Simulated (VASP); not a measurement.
# MoS2 (P-3m1) in VASP: notebook, part 2 of 2

VASP 6.6.1. Earlier steps stand in the parts before.

### Step 4. Single point, HSE06

Input file POSCAR:

```
MoS2
1.0
    3.2274645616      0.0000000000      0.0000000000
   -1.6137322808      2.7950663001      0.0000000000
    0.0000000000      0.0000000000      6.3124734200
Mo S
1 2
Direct
    0.0000000000      0.0000000000      0.5000000000
    0.6666666667      0.3333333333      0.7446806800
    0.3333333333      0.6666666667      0.2553193200
```

Input file INCAR.step1:

```
ALGO = Normal ; EDIFF = 1E-5
ENCUT = 250 ; GGA = PE
ISIF = 2 ; ISMEAR = 0
LASPH = True ; LCHARG = False
LREAL = False ; LWAVE = True
NBANDS = 21 ; NELM = 100
NKRED = 1 ; PREC = Accurate
SIGMA = 0.01
```

Input file INCAR.step2:

```
ALGO = Normal ; EDIFF = 1E-6
ENCUT = 250 ; GGA = PE
HFSCREEN = 0.2 ; ISIF = 2
ISMEAR = 0 ; ISTART = 1
LASPH = True ; LCHARG = False
LHFCALC = True ; LREAL = False
LWAVE = False ; NBANDS = 21
NELM = 100 ; NKRED = 1
PREC = Accurate ; PRECFOCK = Fast
SIGMA = 0.01
```

Input file KPOINTS:

```
k-points
0
Gamma
  7 7 3
```

The run is started by

```console
$ cat potpaw_PBE.64/Mo_sv/POTCAR potpaw_PBE.64/S/POTCAR > POTCAR
$ cp INCAR.step1 INCAR
$ mpirun -np 1 vasp_std > vasp.out
$ cp INCAR.step2 INCAR
$ mpirun -np 1 vasp_std > vasp.out
```

Wall time 15 min (1 thread of Intel Xeon Platinum 8259CL at 2.50GHz (Skylake/Cascade Lake), shared host); peak memory 0.24 GiB.

The run converged, but a check on its numbers failed (symmetry, net force, bounds or a known fault of this set-up), so they aren't taken as properties of the crystal.

Caveat: the cutoff lies under the usual one of these potentials, so the numbers hold a large basis-set error; the PAW data sets were made with another functional, which shifts forces and pressure a little; this functional lacks dispersion, which binds the layers, so the pressure and a relaxed spacing across them are unreliable.

### Step 5. Single point, HSE06

POSCAR is that of step 4.

Changes to INCAR.step1 since step 4:

```diff
@@ -1,3 +1,3 @@
 ALGO = Normal ; EDIFF = 1E-5
-ENCUT = 250 ; GGA = PE
+ENCUT = 350 ; GGA = PE
 ISIF = 2 ; ISMEAR = 0
```

Changes to INCAR.step2 since step 4:

```diff
@@ -1,3 +1,3 @@
-ALGO = Normal ; EDIFF = 1E-6
-ENCUT = 250 ; GGA = PE
+ALGO = Normal ; EDIFF = 1E-4
+ENCUT = 350 ; GGA = PE
 HFSCREEN = 0.2 ; ISIF = 2
```

KPOINTS is that of step 4.

The run is started by

```console
$ cat potpaw_PBE.64/Mo_sv/POTCAR potpaw_PBE.64/S/POTCAR > POTCAR
$ cp INCAR.step1 INCAR
$ mpirun -np 1 vasp_std > vasp.out
$ cp INCAR.step2 INCAR
$ mpirun -np 1 vasp_std > vasp.out
```

It took 15 min on 1 thread of Intel Xeon Platinum 8259CL at 2.50GHz (Skylake/Cascade Lake), shared host; peak memory 0.26 GiB.

The run converged, but some of its settings lie outside the range that counts as converged, so its numbers aren't taken as properties of the crystal.

What came out:

```
Free energy            : -25.1478 eV
Pressure               : -3.6 GPa
Largest force          : 0.243 eV/Å
Band gap on the k mesh : none (metal or under the smearing width)
```

Caveat: the PAW data sets were made with another functional, which shifts forces and pressure a little; this functional lacks dispersion, which binds the layers, so the pressure and a relaxed spacing across them are unreliable.

### Step 6. Single point, HSE06

POSCAR is that of step 5.

Input file INCAR.step1:

```
SYSTEM = MoS2
PREC = Accurate
ENCUT = 250
EDIFF = 1E-5
ISMEAR = 0
SIGMA = 0.01
LREAL = .FALSE.
LASPH = .TRUE.
NELM = 100
ALGO = Normal
ISIF = 2
LWAVE = .TRUE.
LCHARG = .FALSE.
NKRED = 1
NBANDS = 21
GGA = PE
```

Input file INCAR.step2:

```
SYSTEM = MoS2
PREC = Accurate
ENCUT = 250
EDIFF = 1E-6
ISMEAR = 0
SIGMA = 0.01
LREAL = .FALSE.
LASPH = .TRUE.
NELM = 100
ALGO = Normal
ISIF = 2
LWAVE = .FALSE.
LCHARG = .FALSE.
GGA = PE
LHFCALC = .TRUE.
HFSCREEN = 0.2
PRECFOCK = Fast
NKRED = 1
NBANDS = 21
ISTART = 1
```

Input file KPOINTS:

```
regular mesh
0
G
  4 4 2
  0 0 0
```

Potentials or basis: VASP PAW PBE potentials, release 64 (Mo_sv, S).

The run is started by

```console
$ cat potpaw_PBE.64/Mo_sv/POTCAR potpaw_PBE.64/S/POTCAR > POTCAR
$ cp INCAR.step1 INCAR
$ mpirun -np 1 vasp_std > vasp.out
$ cp INCAR.step2 INCAR
$ mpirun -np 1 vasp_std > vasp.out
```

OUTCAR:

```text
SYSTEM = MoS2
   PREC = Accurate
   ENCUT = 250
   EDIFF = 1E-6
   ISMEAR = 0
   LREAL = .FALSE.
   LASPH = .TRUE.
   NELM = 100
   ISIF = 2
   GGA = PE
   LHFCALC = .TRUE.
   HFSCREEN = 0.2
   PRECFOCK = Fast
   NKRED = 1
   ISTART = 1

 Found      8 irreducible k-points:

 Following reciprocal coordinates:
            Coordinates               Weight
  0.000000  0.000000  0.000000      1.000000
  0.250000  0.000000  0.000000      6.000000
  0.500000  0.000000  0.000000      3.000000
  0.250000  0.250000  0.000000      6.000000
  0.000000  0.000000  0.500000      1.000000
  0.250000  0.000000  0.500000      6.000000
   k-points           NKPTS =      8   k-points in BZ     NKDIM =     32   number of bands    NBANDS=     21
   number of dos      NEDOS =    301   number of ions     NIONS =      3
   total plane-waves  NPLWV =  11664
   dimension x,y,z NGX =    18 NGY =   18 NGZ =   36
   dimension x,y,z NGXF=    36 NGYF=   36 NGZF=   72
   ions per type =               1   2
   NGX,Y,Z   is equivalent  to a cutoff of   9.27,  9.27,  9.48 a.u.
   NGXF,Y,Z  is equivalent  to a cutoff of  18.54, 18.54, 18.96 a.u.
 SYSTEM =  MoS2
   PREC   = accura    normal or accurate (medium, high low for compatibility)
   ISTART =      1    job   : 0-new  1-cont  2-samecut
   ICHARG =      0    charge: 1-file 2-atom 10-const
   ISPIN  =      1    spin polarized calculation?
   LNONCOLLINEAR =      F non collinear calculations
   LSORBIT =      F    spin-orbit coupling
   LASPH  =      T    aspherical Exc in radial PAW
   ENCUT  =  250.0 eV  18.37 Ry    4.29 a.u.   4.16  4.16  8.14*2*pi/ulx,y,z
   NELM   =    100;   NELMIN=  2; NELMDL=  0     # of ELM steps
   EDIFF  = 0.1E-05   stopping-criterion for ELM
   LREAL  =      F    real-space projection
   EDIFFG = 0.1E-04   stopping-criterion for IOM
   NSW    =      0    number of steps for IOM
   IBRION =     -1    ionic relax: 0-MD 1-quasi-New 2-CG
   NFREE  =      0    steps in history (QN), initial steepest desc. (CG)
   ISIF   =      2    stress and relaxation
   ISYM   =      3    0-nonsym 1-usesym 2-fastsym
   POTIM  = 0.5000    time-step for ionic-motion
   TEBEG  =    0.0;   TEEND  =   0.0 temperature during run
   PSTRESS=    0.0 pullay stress
   NELECT =      26.0000    total number of electrons
   NUPDOWN=      -1.0000    fix difference up-down
   EMIN   =  10.00;   EMAX   =-10.00  energy-range for DOS
   EFERMI =   0.00;   METHOD = LEGACY
   ISMEAR =     0;   SIGMA  =   0.01  broadening in eV -4-tet -1-fermi 0-gaus
   EFERMI_NEDOS =   21; number of points for ismear=-14 and -15
   IALGO  =     38    algorithm
   IMIX   =      1    mixing-type and parameters
     AMIX     =   0.40;   BMIX     =  1.00
     AMIX_MAG =   1.60;   BMIX_MAG =  1.00
  volume/ion in A,a.u.               =      18.98       128.09
  Fermi-wavevector in a.u.,A,eV,Ry     =   1.260612  2.382212 21.621610  1.589144
  Thomas-Fermi vector in A             =   2.394113
   LORBIT       =      0    0 simple, 1 ext, 2 COOP (PROOUT), +10 PAW based schemes
   GGA     = PE    functional components
   LHFCALC =     T    Hartree Fock is set to
   PRECFOCK=fast      Normal, Fast or Accurate (Low or Medium for compatibility)
   ENCUT4O =  -1.0   cutoff for four orbital integrals eV
   NKREDX  =     1    reduce k-point grid by
   NKREDY  =     1    reduce k-point grid by
   NKREDZ  =     1    reduce k-point grid by
   AEXX    =    0.2500 exact exchange contribution
   HFSCREEN=    0.2000 screening length (either q_TF or 0.3 A-1)
   HFSCREENC=   0.2000 screening length for correlation (either q_TF or 0.3 A-1)
   ENCUTFOCK=  -1.0 apply spherical cutoff to Coloumb kernel
   IVDW    =     0    specifies the selected vdW correction
   LEPSILON=     F    determine dielectric tensor
   LRPA    =     F    only Hartree local field effects (RPA)
 non-spin polarized calculation
 Gauss-broadening in eV      SIGMA  =   0.01
  energy-cutoff  :      250.00
  volume of cell :       56.94
 maximum number of plane-waves:       524
 NGX is ok and might be reduce to    18
  NGX = 10; NGY = 10; NGZ = 20

 number of electron      25.9999999 magnetization

 Free energy of the ion-electron system (eV)
  ---------------------------------------------------
  ext. energy  EPLUGINS =         0.00000000
  ---------------------------------------------------
  free energy    TOTEN  =       -25.00384577 eV

  energy without entropy =      -25.00288163  energy(sigma->0) =      -25.00336370

 E-fermi :   6.7392     XC(G=0):  -8.6096

 val. band max:        6.7011730129   @ k =   0.2500   0.2500   0.5000
 cond. band min:       6.7422273948   @ k =   0.2500   0.2500   0.0000
 fundamental gap:      0.0410543819
 Fermi energy:         6.7391816936

 k-point     1 :       0.0000    0.0000    0.0000
  band No.  band energies     occupation
      1     -59.3118      2.00000
      2     -31.8937      2.00000
      3     -31.8815      2.00000
      4     -31.8803      2.00000
      5      -9.8986      2.00000
      6      -8.2864      2.00000
[... 13 lines left out ...]
     20      17.2991      0.00000
     21      17.2991      0.00000

 k-point     2 :       0.2500    0.0000    0.0000
  band No.  band energies     occupation
      1     -59.2935      2.00000
      2     -32.0878      2.00000
      3     -31.9328      2.00000
      4     -31.8538      2.00000
      5      -8.9649      2.00000
      6      -8.0935      2.00000
[... 13 lines left out ...]
     20      15.8904      0.00000
     21      17.7390      0.00000

 k-point     3 :       0.5000    0.0000    0.0000
  band No.  band energies     occupation
      1     -59.2747      2.00000
      2     -32.2838      2.00000
      3     -31.9812      2.00000
      4     -31.8181      2.00000
      5      -8.1493      2.00000
      6      -7.4099      2.00000
[... 13 lines left out ...]
     20      15.9862      0.00000
     21      15.9992      0.00000

 k-point     4 :       0.2500    0.2500    0.0000
  band No.  band energies     occupation
      1     -59.2746      2.00000
      2     -32.2098      2.00000
      3     -32.0567      2.00000
      4     -31.8167      2.00000
      5      -7.8180      2.00000
      6      -7.7968      2.00000
[... 13 lines left out ...]
     20      16.5510      0.00000
     21      17.5383      0.00000

 k-point     5 :       0.0000    0.0000    0.5000
  band No.  band energies     occupation
      1     -59.3124      2.00000
      2     -31.8978      2.00000
      3     -31.8815      2.00000
      4     -31.8803      2.00000
      5      -9.6963      2.00000
      6      -8.6148      2.00000
[... 13 lines left out ...]
     20      16.5212      0.00000
     21      17.4244      0.00000

 k-point     6 :       0.2500    0.0000    0.5000
  band No.  band energies     occupation
      1     -59.2935      2.00000
      2     -32.0892      2.00000
      3     -31.9314      2.00000
      4     -31.8571      2.00000
      5      -8.7870      2.00000
      6      -8.3133      2.00000
[... 13 lines left out ...]
     20      16.1047      0.00000
     21      18.2642      0.00000

 [... further k-points ...]

------------------------ aborting loop because EDIFF is reached ----------------------------------------

  FORCE on cell =-STRESS in cart. coord.  units (eV):
  Direction    XX          YY          ZZ          XY          YZ          ZX
  --------------------------------------------------------------------------------------
  -------------------------------------------------------------------------------------
  Total       -1.7493893     -1.7493893     -2.4251775     -0.0000000      0.0000000     -0.0000000
  in kB      -49.2202585    -49.2202585    -68.2340206     -0.0000000      0.0000000     -0.0000000
  external PRESSURE =     -55.5581792 kB  Pullay stress =       0.0000000 kB

 VOLUME and BASIS-vectors are now :
 -----------------------------------------------------------------------------
  energy-cutoff  :      250.00
  volume of cell :       56.94
      direct lattice vectors                 reciprocal lattice vectors
     3.227464562  0.000000000  0.000000000     0.309840737  0.178886633  0.000000000
    -1.613732281  2.795066300  0.000000000     0.000000000  0.357773266  0.000000000
     0.000000000  0.000000000  6.312473420     0.000000000  0.000000000  0.158416509

 POSITION                                       TOTAL-FORCE (eV/Angst)
 -----------------------------------------------------------------------------------
      0.00000      0.00000      3.15624         0.000000      0.000000      0.000000
      1.61373      0.93169      4.70078         0.000000     -0.000000     -0.502668
     -0.00000      1.86338      1.61170        -0.000000      0.000000      0.502668
 -----------------------------------------------------------------------------------
    total drift:                                0.000000      0.000000     -0.000003

  FREE ENERGIE OF THE ION-ELECTRON SYSTEM (eV)
  ---------------------------------------------------
  free  energy   TOTEN  =       -25.0038457693 eV

  energy  without entropy=      -25.0028816291  energy(sigma->0) =      -25.00336370
```

Run time: 55 s. Hardware: 1 thread of AMD EPYC 9R45 (Zen 5), shared host; peak memory 0.2 GiB.

The run converged, but a check on its numbers failed (symmetry, net force, bounds or a known fault of this set-up), so they aren't taken as properties of the crystal.

Caveat: the k mesh is coarse (spacing up to 0.56 Å⁻¹), so the values aren't converged, least of all with exact exchange; the cutoff lies under the usual one of these potentials, so the numbers hold a large basis-set error; the PAW data sets were made with another functional, which shifts forces and pressure a little; this functional lacks dispersion, which binds the layers, so the pressure and a relaxed spacing across them are unreliable.

### Step 7. The reference run

An earlier run on the cell as given: functional PBE; potentials or basis VASP PAW PBE potentials, release 64 (Mo_sv, S); cutoff 520 eV; k mesh 9 × 9 × 4; occupations fermi-dirac, width 0.05 eV; no spin polarisation.

- Pressure: 1.0 GPa
- Largest force: 0.276 eV/Å
- Band gap on the k mesh: none (metal or under the smearing width)
